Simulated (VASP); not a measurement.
CdO:

```xyz
2
Lattice="0.0000 2.3610 2.3610 2.3610 0.0000 2.3610 2.3610 2.3610 0.0000" Properties=species:S:1:pos:R:3 pbc="T T T"
Cd    0.0000    0.0000    0.0000
O     2.3610    2.3610    2.3610
```

The cell is a database's computed one.

| Item | Value |
| --- | --- |
| Program | VASP 6.6.1 |
| Task | relaxation of cell and atoms |
| Functional | PBE |
| Potentials or basis | VASP PAW PBE potentials, release 64 (Cd, O) |
| Cutoff | 600 eV |
| k mesh | 16 × 16 × 16 |
| Occupations | gaussian, width 0.1 eV |
| Spin | no spin polarisation |

At the start: pressure 5.1 GPa; volume 13.16 Å³/atom.

Q: Where does the relaxation end?

A: Over 3 steps the energy falls by 7.6 meV/atom and the volume is 13.66 Å³/atom (+3.8 %); space group Fm-3m (No. 225, to 0.05 Å).

The path:
```tsv
step	energy change (eV)	largest force (eV/Å)	pressure (GPa)	volume (Å³)
1	0.0000	0.0000	5.09	26.32
2	-0.0097	0.0000	-2.71	27.95
3	-0.0152	0.0000	0.00	27.32
```

Final structure:
```
Cd O
1.0
     0.00000    2.39033    2.39033
     2.39033    0.00000    2.39033
     2.39033    2.39033    0.00000
Cd O
1 1
Direct
  0.00000 0.00000 0.00000
  0.50000 0.50000 0.50000
```
